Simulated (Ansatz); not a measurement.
**Ga in Ansatz: the effect of functional**

Crystal: Ga.

```
Ga
1.0
     2.83291    0.00000    0.00000
     0.00000    3.34597    0.00000
    -1.36978    0.00000    4.06853
Ga
2
Direct
  0.13460 0.75000 0.77017
  0.86540 0.25000 0.22983
```

This isn't the form of Ga at room conditions, which is orthorhombic.

The cell isn't the ideal one: volume scaled by 1.06.

Alike in all runs:

```yaml
Program: Ansatz 0.2.0
Task: single point
Potentials_or_basis: Ansatz PAW
k_mesh: 10 × 8 × 7
Occupations: fermi-dirac, width 0.05 eV
Spin: no spin polarisation
```

```tsv
functional	cutoff	pressure (GPa)	largest force (eV/Å)
LDA	420 eV (not typed: the program's choice for these potentials)	?	?
PBEsol	420 eV (not typed: the program's choice for these potentials)	-3.6	0.05
r2SCAN	500 eV (not typed: the program's choice for these potentials)	-3.2	0.04
```

Question: What does the run with functional LDA give?

Answer: Pressure -5.5 GPa; largest force 0.04 eV/Å.

Caveats: the PAW data sets come from PBE, with cores solved anew for the run's functional, which leaves a small shift of forces and pressure.

Runs at the PBE level aren't shown here.
